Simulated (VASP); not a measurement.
# AlFe (Pm-3m) in VASP: density of states with PBE

Aim: the density of states of AlFe with PBE.

Program: VASP 6.6.1. These are calculated values, not measurements. Logs are shortened: lines on timing, memory, paths and dates and some standing lists are left out, and cuts for length are marked.

## Step 1: Starting point

Symmetry: Pm-3m, No. 221, cubic system. Conventional cell: a = 2.869 Å, b = 2.869 Å, c = 2.869 Å, α = 90.00°, β = 90.00°, γ = 90.00°. Al (site symmetry m-3m) has 8 Fe at 2.48 Å as nearest neighbours. Around Fe (site symmetry m-3m) lie 8 Al at 2.48 Å.

## Step 2: Density of states, PBE

Input file POSCAR:

```
AlFe
1.0
    2.8688473124      0.0000000000      0.0000000000
    0.0000000000      2.8688473124      0.0000000000
    0.0000000000      0.0000000000      2.8688473124
Al Fe
1 1
Direct
    0.0000000000      0.0000000000      0.0000000000
    0.5000000000      0.5000000000      0.5000000000
```

Input file INCAR.step1:

```
SYSTEM = AlFe
PREC = Accurate ; ENCUT = 520
EDIFF = 1E-6 ; ISMEAR = 0
SIGMA = 0.05 ; LREAL = .False.
LASPH = .True. ; NELM = 60
ALGO = Fast ; ISIF = 2
LWAVE = .False. ; LCHARG = .True.
LMAXMIX = 4 ; GGA = PE
NBANDS = 12
```

Input file KPOINTS.step1:

```
Automatic mesh
0
Gamma
  16 16 16
  0 0 0
```

Input file INCAR.step2:

```
SYSTEM = AlFe
PREC = Accurate ; ENCUT = 520
EDIFF = 1E-6 ; ISMEAR = -5
SIGMA = 0.05 ; LREAL = .False.
LASPH = .True. ; NELM = 60
ALGO = Fast ; ISIF = 2
LWAVE = .False. ; LCHARG = .False.
LMAXMIX = 4 ; GGA = PE
LORBIT = 11 ; NBANDS = 12
NEDOS = 2001 ; ICHARG = 11
```

Input file KPOINTS.step2:

```
Automatic mesh
0
Gamma
  24 24 24
  0 0 0
```

Potentials or basis: VASP PAW PBE potentials, release 64 (Al, Fe).

On the command line:

```console
$ cat potpaw_PBE.64/Al/POTCAR potpaw_PBE.64/Fe/POTCAR > POTCAR
$ cp INCAR.step1 INCAR
$ cp KPOINTS.step1 KPOINTS
$ mpirun -np 1 vasp_std > vasp.out
$ cp INCAR.step2 INCAR
$ cp KPOINTS.step2 KPOINTS
$ mpirun -np 1 vasp_std > vasp.out
```

OUTCAR:

```text
SYSTEM = AlFe
   PREC = Accurate
   ENCUT = 520
   EDIFF = 1E-6
   ISMEAR = -5
   LREAL = .False.
   LASPH = .True.
   NELM = 60
   ISIF = 2
   GGA = PE
   LORBIT = 11
   ICHARG = 11

 ion  position               nearest neighbor table
   1  0.000  0.000  0.000-   2 2.48   2 2.48   2 2.48   2 2.48   2 2.48   2 2.48   2 2.48   2 2.48

   2  0.500  0.500  0.500-   1 2.48   1 2.48   1 2.48   1 2.48   1 2.48   1 2.48   1 2.48   1 2.48

  LATTYP: Found a simple cubic cell.
 ALAT       =     2.8688473124

  Lattice vectors:

 A1 = (   2.8688473124,   0.0000000000,   0.0000000000)
 A2 = (   0.0000000000,   2.8688473124,   0.0000000000)
 A3 = (   0.0000000000,   0.0000000000,   2.8688473124)

Analysis of symmetry for initial positions (statically):
=====================================================================
 Subroutine PRICEL returns:
 Original cell was already a primitive cell.

 Routine SETGRP: Setting up the symmetry group for a
 simple cubic supercell.

 Subroutine GETGRP returns: Found 48 space group operations
 (whereof 48 operations were pure point group operations)
 out of a pool of 48 trial point group operations.

The static configuration has the point symmetry O_h .

Analysis of symmetry for dynamics (positions and initial velocities):
=====================================================================
 Subroutine PRICEL returns:
 Original cell was already a primitive cell.

 Routine SETGRP: Setting up the symmetry group for a
 simple cubic supercell.

 Subroutine GETGRP returns: Found 48 space group operations
 (whereof 48 operations were pure point group operations)
 out of a pool of 48 trial point group operations.

The dynamic configuration has the point symmetry O_h .

 Subroutine INISYM returns: Found 48 space group operations
 (whereof 48 operations are pure point group operations),
 and found     1 'primitive' translations

----------------------------------------------------------------------------------------

                                     Primitive cell

  volume of cell :      23.6114

  direct lattice vectors                    reciprocal lattice vectors
     2.868847312  0.000000000  0.000000000     0.348572054  0.000000000  0.000000000
     0.000000000  2.868847312  0.000000000     0.000000000  0.348572054  0.000000000
     0.000000000  0.000000000  2.868847312     0.000000000  0.000000000  0.348572054

  length of vectors
     2.868847312  2.868847312  2.868847312     0.348572054  0.348572054  0.348572054

  position of ions in fractional coordinates (direct lattice)
[... 102 lines left out ...]
  volume/ion in A,a.u.               =      11.81        79.67
  Fermi-wavevector in a.u.,A,eV,Ry     =   1.269107  2.398265 21.913992  1.610633
  Thomas-Fermi vector in A             =   2.402166
   LORBIT       =     11    0 simple, 1 ext, 2 COOP (PROOUT), +10 PAW based schemes
   GGA     = PE    functional components
   LHFCALC =     F    Hartree Fock is set to
   AEXX    =    0.0000 exact exchange contribution
   IVDW    =     0    specifies the selected vdW correction
   LEPSILON=     F    determine dielectric tensor
   LRPA    =     F    only Hartree local field effects (RPA)
 non-spin polarized calculation
 RMM-DIIS sequential band-by-band and
 Fermi weights with tetrahedron method with Bloechl corrections
  energy-cutoff  :      520.00
  volume of cell :       23.61
 maximum number of plane-waves:       655
 NGX is ok and might be reduce to    24

 number of electron      10.9999996 magnetization

 Free energy of the ion-electron system (eV)
  ---------------------------------------------------
  ext. energy  EPLUGINS =         0.00000000
  ---------------------------------------------------
  free energy    TOTEN  =       -12.61425708 eV

  energy without entropy =      -12.61425708  energy(sigma->0) =      -12.61425708

 E-fermi :   7.9449     XC(G=0): -12.1740

 val. band max:        7.9858448522   @ k =   0.3750   0.3750   0.3750
 cond. band min:       7.9209923255   @ k =   0.3750   0.3750   0.2917
 fundamental gap:     -0.0648525267
 Fermi energy:         7.9449322854

 k-point     1 :       0.0000    0.0000    0.0000
  band No.  band energies     occupation
      1      -2.3630      2.00000
      2       5.7385      2.00000
      3       5.7385      2.00000
      4       8.1122      0.00000
      5       8.1122      0.00000
      6       8.1122      0.00000
      7      14.4846      0.00000
      8      14.4846      0.00000
      9      14.4846      0.00000
     10      17.4581      0.00000
     11      17.4581      0.00000
     12      23.8807      0.00000
[... 331 lines left out ...]
 k-point    24 :       0.4583    0.0417    0.0000
  band No.  band energies     occupation
      1       1.3398      2.00000
      2       2.6299      2.00000
      3       6.3965      2.00000
      4       7.1078      2.00000
      5       7.1273      2.00000
      6       8.2210      0.00000
      7       9.2547      0.00000
      8      16.6416      0.00000
      9      18.6614      0.00000
     10      18.8866      0.00000
     11      20.4392      0.00000
     12      20.5792      0.00000

 [... further k-points ...]

------------------------ aborting loop because EDIFF is reached ----------------------------------------

  FORCE on cell =-STRESS in cart. coord.  units (eV):
  Direction    XX          YY          ZZ          XY          YZ          ZX
  --------------------------------------------------------------------------------------
  -------------------------------------------------------------------------------------
  Total       -0.0275955     -0.0275955     -0.0275955     -0.0000000     -0.0000000      0.0000000
  in kB       -1.8725215     -1.8725215     -1.8725215     -0.0000000     -0.0000000      0.0000000
  external PRESSURE =      -1.8725215 kB  Pullay stress =       0.0000000 kB

 VOLUME and BASIS-vectors are now :
 -----------------------------------------------------------------------------
  energy-cutoff  :      520.00
  volume of cell :       23.61
      direct lattice vectors                 reciprocal lattice vectors
     2.868847312  0.000000000  0.000000000     0.348572054  0.000000000  0.000000000
     0.000000000  2.868847312  0.000000000     0.000000000  0.348572054  0.000000000
     0.000000000  0.000000000  2.868847312     0.000000000  0.000000000  0.348572054

 POSITION                                       TOTAL-FORCE (eV/Angst)
 -----------------------------------------------------------------------------------
      0.00000      0.00000      0.00000         0.000000      0.000000      0.000000
      1.43442      1.43442      1.43442         0.000000      0.000000      0.000000
 -----------------------------------------------------------------------------------
    total drift:                                0.000000     -0.000000     -0.000000

  FREE ENERGIE OF THE ION-ELECTRON SYSTEM (eV)
  ---------------------------------------------------
  free  energy   TOTEN  =       -12.6142570819 eV

  energy  without entropy=      -12.6142570819  energy(sigma->0) =      -12.61425708

 total charge

# of ion       s       p       d       tot
------------------------------------------
    1        0.400   0.439   0.000   0.839
    2        0.432   0.500   6.500   7.432
--------------------------------------------------
tot          0.833   0.939   6.500   8.272
```

OSZICAR.step1:

```text
N       E                     dE             d eps       ncg     rms          rms(c)
DAV:   1     0.324618387857E+02    0.32462E+02   -0.44854E+03  4004   0.882E+02
DAV:   2    -0.131626082933E+02   -0.45624E+02   -0.42260E+02  4096   0.166E+02
DAV:   3    -0.145678781048E+02   -0.14053E+01   -0.13865E+01  4884   0.346E+01
DAV:   4    -0.145896300729E+02   -0.21752E-01   -0.21744E-01  4400   0.379E+00
DAV:   5    -0.145903397576E+02   -0.70968E-03   -0.70966E-03  4972   0.777E-01    0.139E+01
RMM:   6    -0.165066108084E+02   -0.19163E+01   -0.16408E+01  4511   0.572E+01    0.191E+01
RMM:   7    -0.126489578449E+02    0.38577E+01   -0.46708E+00  4039   0.309E+01    0.329E+00
RMM:   8    -0.126259027570E+02    0.23055E-01   -0.24656E-02  4540   0.123E+00    0.159E+00
RMM:   9    -0.126341330396E+02   -0.82303E-02   -0.36968E-02  4502   0.182E+00    0.124E+00
RMM:  10    -0.126148756035E+02    0.19257E-01   -0.17399E-02  4474   0.198E+00    0.147E-01
RMM:  11    -0.126149860660E+02   -0.11046E-03   -0.12014E-03  4623   0.256E-01    0.121E-01
RMM:  12    -0.126148386371E+02    0.14743E-03   -0.28385E-04  4775   0.159E-01    0.217E-02
RMM:  13    -0.126148414171E+02   -0.27800E-05   -0.87184E-05  5437   0.833E-02    0.290E-02
RMM:  14    -0.126148446041E+02   -0.31870E-05   -0.90710E-06  4796   0.275E-02    0.529E-02
RMM:  15    -0.126148420083E+02    0.25959E-05   -0.31344E-06  4115   0.241E-02    0.243E-02
RMM:  16    -0.126148420401E+02   -0.31808E-07   -0.64954E-07  2642   0.782E-03
   1 F= -.12614842E+02 E0= -.12613077E+02  d E =-.353083E-02
```

Run time: 47 s. Hardware: 1 thread of Intel Xeon 6975P-C (Granite Rapids), shared host; peak memory 0.25 GiB.

Results:

```yaml
Valence_electrons_inside_the_program's_atomic_spheres: Al 0.84; Fe 7.43
```

Levels at points of the mesh, in eV from the Fermi level:
```csv
k point,band 4,band 5,band 6,band 7,band 8,band 9
"(0.00, 0.00, 0.00)",0.17,0.17,0.17,6.54,6.54,6.54
"(0.50, 0.00, 0.00)",-0.84,-0.84,0.30,1.30,8.81,11.27
"(0.50, 0.50, 0.00)",-1.99,-0.59,-0.59,0.86,3.57,4.47
"(0.50, 0.50, 0.50)",0.91,0.91,3.14,3.14,3.14,4.43
```

States per cell in windows of 1 eV (zero at the Fermi level; states under -8 eV left out):
```csv
from (eV),total,Fe2_d,Fe2_p,Al1_p,Fe2_s,Al1_s,Al1_d
-8.0,0.30,0.01,0.02,0.01,0.05,0.05,0.00
-7.0,0.41,0.02,0.04,0.02,0.05,0.07,0.00
-6.0,0.57,0.09,0.06,0.03,0.04,0.10,0.00
-5.0,0.60,0.16,0.04,0.04,0.05,0.06,0.00
-4.0,0.90,0.32,0.06,0.09,0.07,0.02,0.00
-3.0,1.73,0.93,0.10,0.13,0.03,0.01,0.00
-2.0,2.02,1.47,0.08,0.07,0.01,0.00,0.00
-1.0,4.10,3.50,0.07,0.05,0.04,0.00,0.00
0.0,0.94,0.77,0.05,0.01,0.01,0.00,0.00
1.0,1.28,0.97,0.07,0.05,0.04,0.01,0.00
2.0,0.55,0.28,0.07,0.04,0.01,0.01,0.00
3.0,0.34,0.12,0.05,0.02,0.03,0.00,0.00
4.0,1.00,0.37,0.09,0.05,0.09,0.10,0.00
5.0,0.82,0.24,0.08,0.06,0.04,0.09,0.00
6.0,0.92,0.22,0.09,0.11,0.05,0.07,0.00
7.0,0.92,0.19,0.09,0.12,0.05,0.04,0.00
```

Caveat: tetrahedron occupations give inexact forces and stress in metals.
